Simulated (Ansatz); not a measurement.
# Ta2N (P-3m1) in Ansatz: convergence with n extra bands

Aim: find how far n extra bands must go before the results for Ta2N settle, at PBE+U. This setting moves, with any that are tied to it; all else stays.

Program: Ansatz 0.2.0. These are calculated values, not measurements. Logs are shortened: lines on timing, memory, paths and dates and some standing lists are left out, and cuts for length are marked.

## 1. The crystal as given

The structure is trigonal, space group P-3m1 (No. 164). Conventional cell: a = 3.113 Å, b = 3.113 Å, c = 4.870 Å, α = 90.00°, β = 90.00°, γ = 120.00°. Ta (site symmetry 3m) has 3 N at 2.18 Å as nearest neighbours. N (site symmetry -3m) is surrounded by 6 Ta at 2.18 Å.

The cell comes from a database or a generator and needn't be the stable form of this composition.

## 2. With n extra bands 1

input.yaml reads:

```yaml
crystal:
  lattice:
    - [3.112861506, 0.0, 0.0]
    - [-1.556430753, 2.6958171426, 0.0]
    - [0.0, 0.0, 4.869841]
  atoms:
    - { symbol: Ta, position: [0.3333333333, 0.6666666667, 0.254711] }
    - { symbol: Ta, position: [0.6666666667, 0.3333333333, 0.745289] }
    - { symbol: "N", position: [0.0, 0.0, 0.0] }
hamiltonian:
  xc: pbe
  pseudopotentials: { kind: paw }
  hubbard: { sites: [{ species: Ta, l: d, u_eff: 3.5 }] }
kpoints:
  mp_grid: { grid: [8, 8, 5] }
scf:
  occupations: { method: gaussian, width: 0.1 }
  n_extra_bands: 1
output:
  forces: true
  stress: true
  eigenvalues: true
```

Potentials or basis: Ansatz PAW.

Launch:

```
$ ansatz run input.yaml --threads 2 --pin off --max-ram 5632MiB --backend cpu --events-out ev --progress --plain --runs-dir out
```

The log of the run:

```text
Warning: RAYON_NUM_THREADS=2 ignored (pool sized by the plan → 2); use --threads N
Ta: projections on atomic orbitals take those of the free atom [Kr 4d10 4f14] 5s2 5p6 5d3 6s2, of charge +0.00 (hamiltonian.pseudopotentials.projection_atoms); the dataset's partial waves leave at most 6.0e-5 of an orbital's norm unspanned inside its sphere
N: projections on atomic orbitals take those of the free atom [He] 2s2 2p3, of charge +0.00 (hamiltonian.pseudopotentials.projection_atoms); the dataset's partial waves leave at most 9.3e-9 of an orbital's norm unspanned inside its sphere
scf.n_extra_bands = 1 over 16 filled bands (N_el = 31.0): the run solves 17 bands
Engine: ansatz 0.2.0, x86_64-unknown-linux-gnu
Pseudopotentials: kind: paw
Pseudopotential: Ta, paw, valence charge 13, recommended cutoff 420 eV (normal), Ta.paw.azcp
Pseudopotential: N, paw, valence charge 5, recommended cutoff 420 eV (normal), N.paw.azcp
Functional definition: PBE
  parameter kappa = 0.804
  parameter beta = 0.06672455060314922
  exchange = pbe_x(kappa = kappa, mu = beta*pi^2/3)
  correlation = pbe_c(beta = beta)
Crystal: 3 atoms, lattice volume = 40.866 Å³
Basis set: ecut = 420 eV, 797 PW (Γ), exchange–correlation on 48×48×72 points (8 copies of the dense FFT grid, shifted against one another)
Bands: 17, of which v1, the nominal top of the filled ones, is band 16 counted from 1 (15 counted from 0)
Symmetry: 12 space group operations
Space group: P-3m1 (ITA 164), of the structure as read, at distance tolerance 3.4e-5 Å
k-points: 40 of 320
Non-local potential: Ta, projectors of the file, l = 0: 3, l = 1: 2, l = 2: 2, l = 3: 1
Non-local potential: N, projectors of the file, l = 0: 2, l = 1: 2, l = 2: 1
PAW form: soft (Blöchl's): semilocal exchange-correlation on the pseudo side does not see the compensation charge
PAW one-centre angular grid: Ta, 590 points (default); XC on 64 Gauss nodes
PAW one-centre angular grid: N, 110 points (default); XC on 64 Gauss nodes
Initial density: superposition of atomic densities (chi_scale 0.1, normalization cell, long waves of neutral atoms under a Hubbard term (reshape's long-wave potential 0.06 eV rms, cloud 2.41 Å wide))
Initial wavefunctions: pseudopotential atomic-orbital guess
Functional: x = pbe(κ = 0.804, μ = 0.2195149727645171), c = pbe(β = 0.06672455060314922)
SCF iter   1: F=—  HF=-20243.014397 eV  |F-HF|=—  |Δ(HF+E_count)|=         —  Δρ=5.35e-2  dr2=2.73e0  ethr=3.10e-3  ⟨swp⟩=4.8  Hψ=3127  notcnv=0
preconditioner: auto → none  [insulator: Δε(μ)=0.122 eV  Ē_g=7.177 eV  σ=0.100 eV  W_gap=0.61  n_scr=10 (ndim 8)  ℏωp=22.5 eV  f_vac=0.000  D(μ)=1.07/eV (n_scr^D=2)  ε∞_Penn≈10.8]
SCF iter   2: F=—  HF=-20242.750224 eV  |F-HF|=—  |Δ(HF+E_count)|=   2.64e-1  Δρ=3.26e-2  dr2=1.07e0  ethr=3.10e-3  ⟨swp⟩=3.8  Hψ=1730  notcnv=0
SCF iter   3: F=—  HF=-20242.589436 eV  |F-HF|=—  |Δ(HF+E_count)|=   1.61e-1  Δρ=2.40e-2  dr2=2.52e-1  ethr=3.10e-3  ⟨swp⟩=2.9  Hψ=1314  notcnv=0
SCF iter   4: F=—  HF=-20242.587950 eV  |F-HF|=—  |Δ(HF+E_count)|=   1.49e-3  Δρ=7.11e-3  dr2=1.56e-2  ethr=8.14e-4  ⟨swp⟩=2.1  Hψ=1289  notcnv=0
SCF iter   5: F=—  HF=-20242.600773 eV  |F-HF|=—  |Δ(HF+E_count)|=   1.28e-2  Δρ=1.78e-3  dr2=5.22e-4  ethr=5.03e-5  ⟨swp⟩=2.0  Hψ=976  notcnv=0
SCF iter   6: F=—  HF=-20242.602586 eV  |F-HF|=—  |Δ(HF+E_count)|=   1.81e-3  Δρ=5.70e-4  dr2=4.35e-5  ethr=1.69e-6  ⟨swp⟩=2.2  Hψ=1136  notcnv=0
SCF iter   7: F=—  HF=-20242.602768 eV  |F-HF|=—  |Δ(HF+E_count)|=   1.82e-4  Δρ=1.37e-4  dr2=5.07e-6  ethr=1.40e-7  ⟨swp⟩=3.0  Hψ=1380  notcnv=0
SCF iter   8: F=—  HF=-20242.602772 eV  |F-HF|=—  |Δ(HF+E_count)|=   4.43e-6  Δρ=1.93e-5  dr2=1.16e-7  ethr=1.63e-8  ⟨swp⟩=2.7  Hψ=1289  notcnv=0
SCF iter   9: F=-20242.602772 eV  HF=-20242.602772 eV  |F-HF|=1.06e-10  |Δ(HF+E_count)|=   4.03e-8  Δρ=1.14e-6  dr2=3.40e-10  ethr=3.23e-10  ⟨swp⟩=6.3  Hψ=2969  notcnv=0
SCF 1 converged in 9 iterations: F = -20242.602772 eV  dr2 = 3.40e-10
SCF converged after 9 iterations
Free energy (F): -20242.602772 eV
Harris-Foulkes:  -20242.602772 eV  (|F-HF|=1.06e-10)
Internal energy: -20242.597646 eV  (E = F + TS)
E sigma→0 (E₀):  -20242.600209 eV
Entropy (-TS):   -0.005126 eV (-1.709 meV/atom)
Fermi energy:    19.904224 eV
--- Per-component energies (eV) ---
  E_band       = -177.909169
  E_kinetic    = 863.789929
  E_local      = -1248.600541  (includes V_loc(G=0)·N_el)
  E_nonlocal   = 73.190752
  E_hartree    = 430.873333
  E_xc         = -498.042320
  E_vxc        = -485.916762  (∫ρ·V_xc dr)
  E_hubbard    = 8.277033  (on-site DFT+U / exact-exchange correction)
  E_vhub       = 2.970955  (the Hubbard potential's part of the band-sum identity)
  E_paw        = -16920.391751  (= ΣΔE_a)
  E_vpaw       = -245.090916  (= ΣTr[D̂ρ^β])
  E_aug_tail   = 0.000404  (compensation charges beyond the density's cutoff)
  E_ewald      = -2951.694484
  E_smearing   = -0.005126  (= −TS)
  E_closure    = 0.000000  (closes the sum)
  Σ components = -20242.602772   (vs F -20242.602772, Δ=0.00e0)
--- Forces (eV/Å), atoms counted from 1 ---
  atom   1  Ta     0.00000000     0.00000000     0.02900555
  atom   2  Ta     0.00000000    -0.00000000    -0.02900555
  atom   3  N      0.00000000     0.00000000     0.00000000
  max |Σ_I F_I| component: 3.70e-17 eV/Å
--- Stress (GPa, compression-positive) ---
       -0.044060       0.000000       0.000000
        0.000000      -0.044060      -0.000000
        0.000000      -0.000000       3.007990
  P = ⅓ Tr σ = 0.9733 GPa (9.733 kbar)
--- Band table (eV; the first three rows and the last of 40) ---
  k-point 0: bands = ["-49.1098", "-49.0286", "-16.1110", "-15.4254", "-15.4254", "-15.3010", "-15.3010", "-15.1594", "2.3397", "11.3561", "13.8306", "13.8306", "14.6195", "19.0961", "19.7294", "19.7294", "20.0260"]
  k-point 1: bands = ["-49.1026", "-49.0366", "-16.0264", "-15.4139", "-15.4139", "-15.3125", "-15.3125", "-15.2563", "2.4169", "11.0901", "13.7698", "13.7698", "15.1456", "18.4534", "19.3521", "19.3521", "20.6965"]
  k-point 2: bands = ["-49.0831", "-49.0571", "-15.8006", "-15.5017", "-15.3851", "-15.3851", "-15.3413", "-15.3413", "2.5458", "10.7232", "13.6777", "13.6777", "16.3037", "17.5058", "18.9293", "18.9293", "21.3748"]
  k-point 39: bands = ["-49.0287", "-49.0261", "-15.9698", "-15.9297", "-15.7722", "-15.6820", "-15.3659", "-15.3338", "3.3717", "11.9566", "12.5757", "13.4383", "17.4300", "17.7107", "17.9396", "19.7347", "21.2776"]
Occupation matrices written to <dir>
```

occupation_matrices:

```text
# The occupation matrices of the corrected shells as a run of Ansatz 0.0.0 ended. An entry of
# hamiltonian.hubbard.sites starts from them by `starting_ns: <path of this file>`, where that key's refused
# combinations let it.
# Free energy -20242.602772 eV.
[... 26 lines left out ...]
  site1_d:
    matrix:
      - [0.44855101047744067, -1.0166809904966822e-21, 8.721300388742024e-19, -9.043929150129239e-18, 6.155401164795193e-20]
      - [-2.9013726031996456e-19, 0.3634749862764104, 1.1964434661565856e-19, -2.84253694630899e-19, 0.001969635250640536]
      - [-1.0432937991835223e-18, -7.47717391372745e-19, 0.36347498627641023, 0.001969635250640547, -2.3692385157627592e-19]
      - [-8.176567412140835e-18, 7.71470295309358e-20, 0.0019696352506405478, 0.38247106999675595, 1.1537083426315634e-18]
      - [1.796277487624759e-18, 0.001969635250640536, 4.1359745191502674e-19, -2.7739746863079687e-21, 0.38247106999675606]
```

It took 5.9 s on 2 threads of Intel Xeon at 2.50GHz (Skylake/Cascade Lake), shared host; peak memory 0.36 GiB.

Results:

- Free energy: -20242.6028 eV
- Pressure: 1.0 GPa
- Largest force: 0.029 eV/Å
- Band gap on the k mesh: none (metal or under the smearing width)

## 3. With n extra bands 2

Changes to input.yaml since step 2:

```diff
@@ -17,3 +17,3 @@
   occupations: { method: gaussian, width: 0.1 }
-  n_extra_bands: 1
+  n_extra_bands: 2
 output:
```

Potentials or basis: Ansatz PAW.

Launch:

```
$ ansatz run input.yaml --threads 2 --pin off --max-ram 5632MiB --backend cpu --events-out ev --progress --plain --runs-dir out
```

Wall time 5.4 s (2 threads of Intel Xeon at 2.50GHz (Skylake/Cascade Lake), shared host); peak memory 0.36 GiB.

Results:

| Quantity | Value |
| --- | --- |
| Free energy | -20242.6028 eV |
| Pressure | 1.0 GPa |
| Largest force | 0.029 eV/Å |
| Band gap on the k mesh | none (metal or under the smearing width) |

## 4. With n extra bands 4

Changes to input.yaml since step 3:

```diff
@@ -17,3 +17,3 @@
   occupations: { method: gaussian, width: 0.1 }
-  n_extra_bands: 2
+  n_extra_bands: 4
 output:
```

Launch:

```
$ ansatz run input.yaml --threads 2 --pin off --max-ram 5632MiB --backend cpu --events-out ev --progress --plain --runs-dir out
```

It took 5.6 s on 2 threads of Intel Xeon at 2.50GHz (Skylake/Cascade Lake), shared host; peak memory 0.36 GiB.

Results:

```yaml
Free_energy: -20242.6028 eV
Pressure: 1.0 GPa
Largest_force: 0.029 eV/Å
Band_gap_on_the_k_mesh: none (metal or under the smearing width)
```

## 5. With n extra bands 8

Changes to input.yaml since step 4:

```diff
@@ -17,3 +17,3 @@
   occupations: { method: gaussian, width: 0.1 }
-  n_extra_bands: 4
+  n_extra_bands: 8
 output:
```

Launch:

```
$ ansatz run input.yaml --threads 2 --pin off --max-ram 5632MiB --backend cpu --events-out ev --progress --plain --runs-dir out
```

Wall time 6.3 s (2 threads of Intel Xeon at 2.50GHz (Skylake/Cascade Lake), shared host); peak memory 0.37 GiB.

Results (log left out):

```yaml
Free_energy: -20242.6028 eV
Pressure: 1.0 GPa
Largest_force: 0.029 eV/Å
Band_gap_on_the_k_mesh: none (metal or under the smearing width)
```

## 6. With n extra bands 16

Changes to input.yaml since step 5:

```diff
@@ -17,3 +17,3 @@
   occupations: { method: gaussian, width: 0.1 }
-  n_extra_bands: 8
+  n_extra_bands: 16
 output:
```

Potentials or basis: Ansatz PAW.

Launch:

```
$ ansatz run input.yaml --threads 2 --pin off --max-ram 5632MiB --backend cpu --events-out ev --progress --plain --runs-dir out
```

It took 7.4 s on 2 threads of Intel Xeon at 2.50GHz (Skylake/Cascade Lake), shared host; peak memory 0.38 GiB.

The run converged. Its results:

```
Free energy            : -20242.6028 eV
Pressure               : 1.0 GPa
Largest force          : 0.029 eV/Å
Band gap on the k mesh : none (metal or under the smearing width)
```

## 7. With n extra bands 32

Changes to input.yaml since step 6:

```diff
@@ -17,3 +17,3 @@
   occupations: { method: gaussian, width: 0.1 }
-  n_extra_bands: 16
+  n_extra_bands: 32
 output:
```

Launch:

```
$ ansatz run input.yaml --threads 2 --pin off --max-ram 5632MiB --backend cpu --events-out ev --progress --plain --runs-dir out
```

Wall time 8.3 s (2 threads of Intel Xeon at 2.50GHz (Skylake/Cascade Lake), shared host); peak memory 0.39 GiB.

The run converged. Its results:

* Free energy: -20242.6028 eV
* Pressure: 1.0 GPa
* Largest force: 0.029 eV/Å
* Band gap on the k mesh: none (metal or under the smearing width)

## 8. The series at a glance

```csv
n extra bands,"energy less the tightest run, at zero smearing (meV/atom)",SCF cycles,CPU time (s),peak memory (GiB)
1,0.00,9,9.7,0.36
2,0.00,9,9.1,0.36
4,0.00,9,9.2,0.36
8,0.00,9,9.9,0.37
16,0.00,8,10,0.38
32,0.00,8,12,0.39
```

Against the tightest run, the energy stays within 1 meV/atom from 1 on. The tightest run that finished is the yardstick and may itself not be fully converged.

Caveats: U without spin polarisation on a metal has little footing.
